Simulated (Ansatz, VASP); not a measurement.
**One calculation of TiAl, two programs**

```
CELL_PARAMETERS angstrom
3.17906 0.00000 0.00000
0.00000 3.17906 0.00000
0.00000 0.00000 3.17906
ATOMIC_POSITIONS crystal
Ti 0.00000 0.00000 0.00000
Al 0.50000 0.50000 0.50000
```

The cell comes from a database or a generator and needn't be the stable form of this composition.

Alike in both runs: functional BLYP; k mesh 8 × 8 × 8; occupations fermi-dirac, width 0.05 eV; no spin polarisation.

|  | VASP | Ansatz |
| --- | --- | --- |
| version | VASP 6.6.1 | Ansatz 0.2.0 |
| potentials or method | VASP PAW PBE potentials, release 64 (Ti_sv, Al) | Ansatz PAW |
| plane-wave cutoff (eV) | 520 | 420 |
| valence electrons in the cell | 15 | 15 |
| task | single point | band structure |

|  | VASP | Ansatz | Ansatz less VASP |
| --- | --- | --- | --- |
| gap on the k mesh at the Fermi level (eV) | none | none | - |
| pressure (GPa) | 3.9 | 3.8 | -0.15 |

A gap of «none» marks a metal or a gap that the smearing closes. The functional is the same, so the differences come from potentials, cutoffs and numerics.

Caveats: the PAW data sets were made with another functional, which shifts forces and pressure a little (VASP); the PAW data sets come from PBE, with cores solved anew for the run's functional, which leaves a small shift of forces and pressure (Ansatz).
